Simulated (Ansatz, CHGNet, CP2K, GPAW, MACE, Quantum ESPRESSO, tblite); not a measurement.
# What went wrong? Quantum ESPRESSO on twisted Janus MoSSe bilayer, 38.21° (42 atoms)

Program: Quantum ESPRESSO 7.5, a calculation on a cell of 14 Mo, 14 S and 14 Se, with vacuum.

Contents of pw.in:

```
&control
  calculation = 'scf'
  pseudo_dir = './pseudo'
  outdir = './tmp'
  disk_io = 'none'
  tprnfor = .true.
/
&system
  ibrav = 0
  nat = 42
  ntyp = 3
  ecutwf = 45
  ecutrho = 360
  nosym = .true.
  occupations = 'smearing'
  smearing = 'fd'
  degauss = 0.003675
/
&electrons
  conv_thr = 2.1e-07
  electron_maxstep = 50
  mixing_beta = 0.4
  mixing_mode = 'local-TF'
  diagonalization = 'david'
/
ATOMIC_SPECIES
Mo 95.950 Mo.upf
S 32.060 S.upf
Se 78.971 Se.upf
CELL_PARAMETERS angstrom
8.51930 0.00000 0.00000
-4.25965 7.37793 0.00000
0.00000 0.00000 23.69000
ATOMIC_POSITIONS crystal
Mo 0.19115 0.24890 0.36734
S 0.23121 0.04061 0.43094
Se 0.24426 0.04961 0.29715
Mo 0.33475 0.66524 0.36827
S 0.38232 0.47576 0.43467
Se 0.37834 0.47913 0.29801
Mo 0.47855 0.09634 0.36879
S 0.52956 0.92057 0.43396
Se 0.52920 0.89870 0.29432
Mo 0.62024 0.52528 0.37019
[... 28 atom lines left out ...]
Se 0.80768 0.04680 0.56787
Mo 0.89920 0.52836 0.63866
S 0.95102 0.76298 0.70469
Se 0.95096 0.75778 0.56693
K_POINTS gamma
```

Started as:

```console
$ OMP_NUM_THREADS=1 mpirun -np 4 pw.x -in pw.in > output.txt
```

What it wrote:

```text
Program PWSCF
 %%%%%%%%%%%%%%%%%%%%%%%%%%%%%%%%%%%%%%%%%%%%%%%%%%%%%%%%%%%%%%%%%%%%%%%%%%%%%%
     Error in routine  read_namelists (1):
      bad line in namelist &system: "  ecutwf = 45" (error could be in the previous line)
 %%%%%%%%%%%%%%%%%%%%%%%%%%%%%%%%%%%%%%%%%%%%%%%%%%%%%%%%%%%%%%%%%%%%%%%%%%%%%%
```

The job ended after 0.72 s (4 MPI ranks of Arm Neoverse V1, shared host; peak memory 0.57 GiB).

Banners, paths, timers and routine set-up lines are dropped from the logs unmarked, and long logs keep their key lines alone; longer cuts are marked.

Q: Find the fault and mend it.

A misspelt keyword: ecutwfc written as ecutwf. Mend: write ecutwfc in place of ecutwf.

The program stopped at the start.

[Also dropped from logs without a mark: logging warnings of Python, and SIESTA's first energy breakdown and zero terms.]

[Logs are printed without paths, hosts, clocks, repeated set-up lines and the standing remarks that a program may print on its own settings, such as how far it seeks lower states.]

[Hosts, paths, dates, database ids (printed as entryN), source tags and the programs' standing remarks are cut or masked in the printed files.]
